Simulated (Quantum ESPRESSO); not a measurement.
# Sn (Fd-3m) in Quantum ESPRESSO: relaxation of cell and atoms with PBEsol

Aim: the relaxation of cell and atoms of Sn with PBEsol.

Everything below comes from runs of Quantum ESPRESSO 7.5. Logs are shortened: lines on timing, memory, paths and dates and some standing lists are left out, and cuts for length are marked.

## 1. The structure

The structure is cubic, space group Fd-3m (No. 227). The conventional cell has a = 6.467 Å, b = 6.467 Å, c = 6.467 Å, α = 90.00°, β = 90.00°, γ = 90.00°. Around Sn (site symmetry -43m) lie 4 Sn at 2.80 Å.

This isn't the form of Sn at room conditions, which is tetragonal (white tin).

## 2. Relaxation of cell and atoms, PBEsol, target pressure 30 GPa, at which the enthalpy is minimised

File pw.in:

```
&CONTROL
  calculation = 'vc-relax'
  prefix = 'pwscf'
  outdir = './tmp'
  pseudo_dir = './pseudo'
  tprnfor = .true.
  tstress = .true.
  disk_io = 'low'
  nstep = 40
  forc_conv_thr = 0.0004
  etot_conv_thr = 1d-05
/
&SYSTEM
  ibrav = 0
  A = 4.57263724
  nat = 2
  ntyp = 1
  ecutwfc = 78
  ecutrho = 626
  nbnd = 21
  occupations = 'smearing'
  smearing = 'fd'
  degauss = 0.00367493
/
&ELECTRONS
  conv_thr = 4d-10
  electron_maxstep = 120
  mixing_beta = 0.5
/
&IONS
  ion_dynamics = 'bfgs'
/
&CELL
  cell_dynamics = 'bfgs'
  press = 300
  press_conv_thr = 0.3
/
ATOMIC_SPECIES
Sn   118.7100 sn_pbesol_v1.4.uspp.F.UPF
CELL_PARAMETERS alat
   0.0000000000    0.7071067811    0.7071067811
   0.7071067811    0.0000000000    0.7071067811
   0.7071067811    0.7071067811    0.0000000000
ATOMIC_POSITIONS alat
Sn     1.0606601717    1.0606601717    1.0606601717
Sn     0.7071067811    0.7071067811    0.7071067811
K_POINTS automatic
7 7 7 0 0 0
```

Potentials or basis: GBRV 1.5 PBEsol.

Launch:

```bash
$ OMP_NUM_THREADS=1 mpirun -n 2 pw.x -nk 2 -in pw.in > pw.out
```

pw.out:

```text
This program is part of the open-source Quantum ESPRESSO suite
     for quantum simulation of materials; please cite
[... 13 lines left out ...]
     --------------------
     sticks:   dense  smooth     PW     G-vecs:    dense   smooth      PW
     Sum        3217    1615    463               120501    42615    6567

     Using Slab Decomposition

     bravais-lattice index     =            0
     lattice parameter (alat)  =       8.6410  a.u.
     unit-cell volume          =     456.2279 (a.u.)^3
     number of atoms/cell      =            2
     number of atomic types    =            1
     number of electrons       =        28.00
     number of Kohn-Sham states=           21
     kinetic-energy cutoff     =      78.0000  Ry
     charge density cutoff     =     626.0000  Ry
     scf convergence threshold =      4.0E-10
     mixing beta               =       0.5000
     number of iterations used =            8  plain     mixing
     energy convergence thresh.=      1.0E-05
     force convergence thresh. =      4.0E-04
     press convergence thresh. =      3.0E-01
     Exchange-correlation= SLA  PW   PSX  PSC
                           (   1   4  10   8   0   0   0)
     nstep                     =           40

     celldm(1)=   8.641032  celldm(2)=   0.000000  celldm(3)=   0.000000
     celldm(4)=   0.000000  celldm(5)=   0.000000  celldm(6)=   0.000000

     crystal axes: (cart. coord. in units of alat)
               a(1) = (   0.000000   0.707107   0.707107 )
               a(2) = (   0.707107   0.000000   0.707107 )
               a(3) = (   0.707107   0.707107   0.000000 )

     reciprocal axes: (cart. coord. in units 2 pi/alat)
               b(1) = ( -0.707107  0.707107  0.707107 )
               b(2) = (  0.707107 -0.707107  0.707107 )
               b(3) = (  0.707107  0.707107 -0.707107 )

     PseudoPot. # 1 for Sn read from file:
     sn_pbesol_v1.4.uspp.F.UPF
     Pseudo is Ultrasoft + core correction, Zval = 14.0
     Generated by new atomic code, or converted to UPF format
     Using radial grid of  891 points,  6 beta functions with:
                l(1) =   0
                l(2) =   0
                l(3) =   1
                l(4) =   1
                l(5) =   2
                l(6) =   2
     Q(r) pseudized with  8 coefficients,  rinner =    1.350   1.350   1.350
                                                       1.350   1.350

     atomic species   valence    mass     pseudopotential
     Sn               14.00   118.71000     Sn( 1.00)

     48 Sym. Ops., with inversion, found (24 have fractional translation)

   Cartesian axes

     site n.     atom                  positions (alat units)
         1        Sn     tau(   1) = (   1.0606602   1.0606602   1.0606602  )
         2        Sn     tau(   2) = (   0.7071068   0.7071068   0.7071068  )

     number of k points=    20  Fermi-Dirac smearing, width (Ry)=  0.0037
                       cart. coord. in units 2pi/alat
        k(    1) = (   0.0000000   0.0000000   0.0000000), wk =   0.0058309
        k(    2) = (   0.1010153   0.1010153  -0.1010153), wk =   0.0466472
        k(    3) = (   0.2020305   0.2020305  -0.2020305), wk =   0.0466472
        k(    4) = (   0.3030458   0.3030458  -0.3030458), wk =   0.0466472
        k(    5) = (   0.2020305  -0.0000000   0.0000000), wk =   0.0349854
        k(    6) = (   0.3030458   0.1010153  -0.1010153), wk =   0.1399417
[... 12 lines left out ...]
        k(   19) = (  -0.1010153  -0.5050763   0.7071068), wk =   0.1399417
        k(   20) = (   0.0000000  -0.4040610   0.6060915), wk =   0.1399417

     Dense  grid:   120501 G-vectors     FFT dimensions: (  72,  72,  72)

     Smooth grid:    42615 G-vectors     FFT dimensions: (  60,  60,  60)

     Initial potential from superposition of free atoms

     starting charge      25.9999, renormalised to      28.0000
     Starting wfcs are   18 randomized atomic wfcs +    3 random wfcs

     Self-consistent Calculation

     iteration #  1     ecut=    78.00 Ry     beta= 0.50
     Davidson diagonalization with overlap
     ethr =  1.00E-02,  avg # of iterations =  7.9

     total energy              =    -317.26796158 Ry
     estimated scf accuracy    <       2.40785643 Ry

     iteration #  2     ecut=    78.00 Ry     beta= 0.50
     Davidson diagonalization with overlap
     ethr =  8.60E-03,  avg # of iterations =  2.0

     total energy              =    -317.83314742 Ry
     estimated scf accuracy    <       0.01914395 Ry

     iteration #  3     ecut=    78.00 Ry     beta= 0.50
     Davidson diagonalization with overlap
     ethr =  6.84E-05,  avg # of iterations =  6.5
[... 39 lines left out ...]
     iteration #  9     ecut=    78.00 Ry     beta= 0.50
     Davidson diagonalization with overlap
     ethr =  1.68E-08,  avg # of iterations =  3.0

     total energy              =    -317.83740082 Ry
     estimated scf accuracy    <       0.00001062 Ry

     iteration # 10     ecut=    78.00 Ry     beta= 0.50
     Davidson diagonalization with overlap
     ethr =  1.68E-08,  avg # of iterations =  2.0

     total energy              =    -317.83740310 Ry
     estimated scf accuracy    <       0.00000002 Ry

[... 72 further cycles ...]
     iteration # 16     ecut=    78.00 Ry     beta= 0.50
     Davidson diagonalization with overlap
     ethr =  2.24E-11,  avg # of iterations =  1.0

     total energy              =    -317.74005835 Ry
     estimated scf accuracy    <          5.8E-09 Ry

     iteration # 17     ecut=    78.00 Ry     beta= 0.50
     Davidson diagonalization with overlap
     ethr =  2.06E-11,  avg # of iterations =  1.0

     total energy              =    -317.74005835 Ry
     estimated scf accuracy    <          5.7E-09 Ry

     iteration # 18     ecut=    78.00 Ry     beta= 0.50
     Davidson diagonalization with overlap
     ethr =  2.04E-11,  avg # of iterations =  1.0

     total energy              =    -317.74005835 Ry
     estimated scf accuracy    <          9.5E-09 Ry
[... 33 lines left out ...]
     total energy              =    -317.74005835 Ry
     estimated scf accuracy    <          5.7E-11 Ry

     iteration # 24     ecut=    78.00 Ry     beta= 0.50
     Davidson diagonalization with overlap
     ethr =  1.00E-13,  avg # of iterations =  2.0

     total energy              =    -317.74005835 Ry
     estimated scf accuracy    <          1.8E-11 Ry

     iteration # 25     ecut=    78.00 Ry     beta= 0.50
     Davidson diagonalization with overlap
     ethr =  1.00E-13,  avg # of iterations =  1.6

     End of self-consistent calculation

          k = 0.0000 0.0000 0.0000 (  3839 PWs)   bands (ev):

   -10.3375 -10.3375 -10.3375 -10.2229 -10.2229  -9.5507  -9.5507  -9.5507
    -9.4720  -9.4720  -0.7903  12.4430  12.4430  12.4430  13.9273  14.4300
    14.4300  14.4300  17.3202  20.6381  20.6381

          k = 0.1115 0.1115-0.1115 (  3918 PWs)   bands (ev):

   -10.3686 -10.3686 -10.3290 -10.1777 -10.1777  -9.5856  -9.5856  -9.5655
    -9.4449  -9.4449  -0.5211   9.8796  11.8679  11.8679  13.8128  15.1023
    15.1023  16.3545  18.5173  19.4557  19.4557

          k = 0.2229 0.2229-0.2229 (  3924 PWs)   bands (ev):

   -10.4005 -10.4005 -10.3093 -10.1187 -10.1187  -9.6250  -9.6250  -9.5989
    -9.4169  -9.4169   0.2613   6.9709  11.1168  11.1168  13.3092  15.6644
    15.6644  17.9944  18.9437  19.6442  19.6442

          k = 0.3344 0.3344-0.3344 (  3930 PWs)   bands (ev):

   -10.4115 -10.4115 -10.2931 -10.0931 -10.0931  -9.6370  -9.6370  -9.6261
    -9.4068  -9.4068   1.3386   4.7859  10.6984  10.6984  13.0523  15.5805
    15.5805  17.4803  21.3751  21.3751  21.4675

          k = 0.2229-0.0000 0.0000 (  3919 PWs)   bands (ev):

   -10.3677 -10.3596 -10.3596 -10.1852 -10.1281  -9.6820  -9.5128  -9.5128
    -9.5086  -9.4287  -0.4303  10.2015  11.0450  11.0450  13.5619  15.5388
    16.2214  16.2214  18.3538  18.9616  21.2814

          k = 0.3344 0.1115-0.1115 (  3935 PWs)   bands (ev):

   -10.4163 -10.3879 -10.3249 -10.1310 -10.0551  -9.7585  -9.5758  -9.5295
    -9.4536  -9.3982   0.1875   7.8211  10.2724  10.3287  13.8665  15.3734
    16.5489  17.0753  19.7808  20.1576  20.8428

          k = 0.4458 0.2229-0.2229 (  3946 PWs)   bands (ev):

   -10.4511 -10.4119 -10.2685 -10.0777 -10.0283  -9.7705  -9.6358  -9.5981
    -9.4109  -9.3621   1.2257   5.4593   9.4583  10.0538  13.8957  15.6344
    16.8117  17.4412  19.6489  22.1231  22.2594

          k =-0.2229-0.4458 0.4458 (  3951 PWs)   bands (ev):

   -10.4572 -10.4277 -10.2331 -10.0618 -10.0401  -9.7152  -9.6890  -9.6444
    -9.3827  -9.3592   1.8066   4.5391   8.9859  10.2815  13.9542  15.5587
    16.3335  18.8779  20.6185  21.0677  21.1765

          k =-0.1115-0.3344 0.3344 (  3931 PWs)   bands (ev):

   -10.4325 -10.4303 -10.2545 -10.1092 -10.0419  -9.7075  -9.6694  -9.6003
    -9.3984  -9.3756   0.8453   6.1901   9.0069  10.9495  14.2756  15.8321
    15.9295  17.9811  19.0465  19.9966  22.7801

          k =-0.0000-0.2229 0.2229 (  3929 PWs)   bands (ev):

   -10.4086 -10.3863 -10.3099 -10.1519 -10.1045  -9.6620  -9.6339  -9.5109
    -9.4722  -9.3967  -0.0778   8.5091   9.8152  11.7830  14.5558  15.1975
    15.6380  16.9237  18.5107  19.8861  20.3741

          k = 0.4458-0.0000 0.0000 (  3968 PWs)   bands (ev):

   -10.4040 -10.4040 -10.3556 -10.0795  -9.9533  -9.8908  -9.6114  -9.4596
    -9.4314  -9.4314   0.6388   7.3733   9.5516   9.5516  12.6590  14.2645
    18.8228  18.8228  20.3364  22.0353  22.0775

          k = 0.5573 0.1115-0.1115 (  3968 PWs)   bands (ev):

   -10.4556 -10.4247 -10.2766 -10.0102  -9.9623  -9.8822  -9.6858  -9.5628
    -9.3909  -9.3567   1.5654   5.7359   8.4751   9.2104  13.0143  14.4623
    18.6290  19.1231  22.4836  23.0469  23.2097

          k =-0.1115-0.5573 0.5573 (  3961 PWs)   bands (ev):

   -10.4936 -10.4406 -10.1960  -9.9484  -9.9391  -9.8933  -9.7639  -9.6519
    -9.3630  -9.3120   2.5125   4.4819   7.4739   9.4049  13.2435  16.8030
    18.0804  18.4454  20.8545  21.2634  22.7868

          k =-0.0000-0.4458 0.4458 (  3939 PWs)   bands (ev):

   -10.4849 -10.4454 -10.1859 -10.0341  -9.9538  -9.7797  -9.7797  -9.6590
    -9.3564  -9.3278   1.8422   5.2810   7.3988  10.0830  13.7952  17.4172
    17.6714  18.1130  19.3387  19.8443  22.9923

          k = 0.6687-0.0000 0.0000 (  3968 PWs)   bands (ev):

   -10.4358 -10.4358 -10.2641 -10.0999  -9.9278  -9.7607  -9.7579  -9.5802
    -9.3688  -9.3688   2.3744   4.6794   8.7458   8.7458  12.4187  12.9360
    21.3714  21.3714  23.0601  23.3528  24.4995

          k =-0.0000-0.6687 0.6687 (  3957 PWs)   bands (ev):

   -10.4722 -10.4420 -10.1858 -10.1088  -9.8575  -9.8374  -9.7397  -9.6657
    -9.3580  -9.3297   3.3586   3.6651   7.8556   8.8170  12.7233  13.9818
    20.7930  20.8157  21.8770  22.2481  25.0814

          k = 0.4458 0.2229-0.0000 (  3955 PWs)   bands (ev):

   -10.4387 -10.4366 -10.2650 -10.0795  -9.9762  -9.8393  -9.6291  -9.5900
    -9.3913  -9.3711   0.9569   6.5639   8.4968   9.9896  14.4390  15.3684
    16.0941  18.4875  20.1955  21.5684  22.7391

          k =-0.2229-0.4458 0.6687 (  3965 PWs)   bands (ev):

   -10.4805 -10.4488 -10.1903 -10.0222  -9.9454  -9.8538  -9.7149  -9.6622
    -9.3587  -9.3290   2.0299   4.9226   7.8761   9.3577  14.8958  15.3318
    17.1552  18.8863  20.1555  21.8086  22.1079

          k =-0.1115-0.5573 0.7802 (  3962 PWs)   bands (ev):

   -10.4684 -10.4651 -10.1797 -10.0291  -9.9373  -9.8105  -9.7705  -9.6636
    -9.3390  -9.3363   2.5846   4.5757   7.9393   8.3876  14.0631  14.3849
    18.0635  20.3533  21.9766  23.0563  24.3804

          k =-0.0000-0.4458 0.6687 (  3956 PWs)   bands (ev):

   -10.4959 -10.4670 -10.1261  -9.9744  -9.9179  -9.8394  -9.8282  -9.7076
    -9.3349  -9.3069   3.0329   4.1563   7.2959   8.4987  14.5764  16.8705
    17.3457  17.5044  21.6264  22.3282  24.6570

     the Fermi energy is    12.3906 ev

!    total energy              =    -317.74005835 Ry
     estimated scf accuracy    <          5.4E-13 Ry
     smearing contrib. (-TS)   =      -0.00012757 Ry
     internal energy E=F+TS    =    -317.73993078 Ry

     The total energy is F=E-TS. E is the sum of the following terms:
     one-electron contribution =    -125.65557842 Ry
     hartree contribution      =      84.08538578 Ry
     xc contribution           =     -85.50971877 Ry
     ewald contribution        =    -190.66001937 Ry

     convergence has been achieved in  25 iterations

     Forces acting on atoms (cartesian axes, Ry/au):

     atom    1 type  1   force =     0.00000000    0.00000000    0.00000000
     atom    2 type  1   force =     0.00000000    0.00000000    0.00000000

     Total force =     0.000000     Total SCF correction =     0.000000

     Computing stress (Cartesian axis) and pressure

          total   stress  (Ry/bohr**3)                   (kbar)     P=      294.79
   0.00200397   0.00000000  -0.00000000          294.79        0.00       -0.00
   0.00000000   0.00200397   0.00000000            0.00      294.79        0.00
  -0.00000000   0.00000000   0.00200397           -0.00        0.00      294.79

=------------------------------------------------------------------------------=
   JOB DONE.
=------------------------------------------------------------------------------=
```

Wall time 6.8 min (2 MPI ranks of Intel Xeon at 2.70GHz, shared host); peak memory 0.6 GiB.

Results:

```
Free energy                                            : -4323.0737 eV
Relaxed volume                                         : 25.16 Å³/atom
Relaxed cell                                           : a = 4.144 Å, b = 4.144 Å, c = 4.144 Å, α = 60.00°, β = 60.00°, γ = 60.00°
Space group after relaxing (to 0.05 Å)                 : Fd-3m (No. 227)
Energy change on relaxing (the enthalpy is what falls) : +653.2 meV/atom
Ionic steps                                            : 6
Pressure after relaxing                                : 29.5 GPa
Band gap on the k mesh                                 : none (metal or under the smearing width)
```

The path:
```
step  energy change (eV)  largest force (eV/Å)  pressure (GPa)  volume (Å³)
   1              0.0000                0.0000            1.06        67.61
   2              0.3394                0.0000           11.82        58.11
   3              2.0406                0.0000           42.35        47.05
   4              1.1895                0.0000           27.99        50.97
   5              1.2958                0.0000           29.82        50.39
   6              1.3065                0.0000           30.00        50.33
```

Final structure:
```yaml
crystal:
  lattice:
    - [0.00000, 2.93041, 2.93041]
    - [2.93041, 0.00000, 2.93041]
    - [2.93041, 2.93041, 0.00000]
  atoms:
    - { symbol: Sn, position: [0.75000, 0.75000, 0.75000] }
    - { symbol: Sn, position: [0.50000, 0.50000, 0.50000] }
```

Caveat: the volume moved by over 15 % at a fixed basis, so the end points are rough.
